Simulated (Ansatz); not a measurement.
## CdO (Monteponite): equation of state with PBE+D3(BJ)

CdO (Monteponite):

```
Cd O
1.0
     0.00000    2.34950    2.34950
     2.34950    0.00000    2.34950
     2.34950    2.34950    0.00000
Cd O
1 1
Direct
  0.00000 0.00000 0.00000
  0.50000 0.50000 0.50000
```

| Quantity | Value |
| --- | --- |
| Program | Ansatz 0.2.0 |
| Task | equation of state |
| Functional | PBE |
| Dispersion | D3(BJ) |
| Potentials or basis | Ansatz PAW |
| Cutoff | 420 eV |
| Density cutoff | 1680 eV |
| k mesh | 10 × 10 × 10 |
| Occupations | fermi-dirac, width 0.05 eV |
| Spin | no spin polarisation |

| Quantity | Value |
| --- | --- |
| Equilibrium volume | 13.20 Å³/atom |
| Bulk modulus | 135 GPa |
| Pressure derivative of the bulk modulus | 4.7 |

Energy against volume, from the lowest point:
```tsv
volume (Å³/atom)	energy (meV/atom)
12.191	37.69
12.451	19.96
12.710	8.16
12.970	1.68
13.229	0.00
13.488	2.49
13.748	8.83
```

All runs of the series together: 5.3 s on 2 threads of Arm Neoverse V2, with other jobs on the host.

Zero-point motion and thermal expansion aren't in these numbers.
